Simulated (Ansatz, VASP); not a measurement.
# V: VASP beside Ansatz

```
V
1.0
     1.65270    0.95419    3.06473
    -1.65270    0.95419    3.06473
     0.00000   -1.90837    3.06473
V
2
Direct
  0.22754 0.22754 0.22754
  0.77246 0.77246 0.77246
```

Alike in both runs: task single point; functional PBE; k mesh 6 × 6 × 6; occupations gaussian, width 0.1 eV; collinear spin.

|  | VASP | Ansatz |
| --- | --- | --- |
| version | VASP 6.6.1 | Ansatz 0.2.0 |
| potentials or method | VASP PAW PBE potentials, release 64 (V_sv) | scalar-relativistic, plane waves, PAW |
| plane-wave cutoff (eV) | 520 | 420 |
| valence electrons in the cell | 26 | 26 |

|  | VASP | Ansatz | Ansatz less VASP |
| --- | --- | --- | --- |
| gap on the k mesh at the Fermi level (eV) | none | none | - |
| pressure (GPa) | 7.6 | 6.6 | -0.96 |
| largest component of the traceless stress (GPa) | 6.45 | 6.85 | +0.399 |
| rms of the force components (eV/Å) | 2.486 | 2.417 | -0.0681 |
| net moment per atom (μB) | 0.00 | 0.00 | 0.000 |

Atom by atom the forces differ by 0.068 eV/Å (rms over components). A gap of «none» marks a metal or a gap that the smearing closes. Ansatz warned: «seeded_moment_not_kept».

Caveats: the k mesh is coarse (spacing up to 0.38 Å⁻¹), so the values aren't converged; forces of over 1 eV/Å show positions far from the minimum, so gaps and moduli don't describe the material at rest.
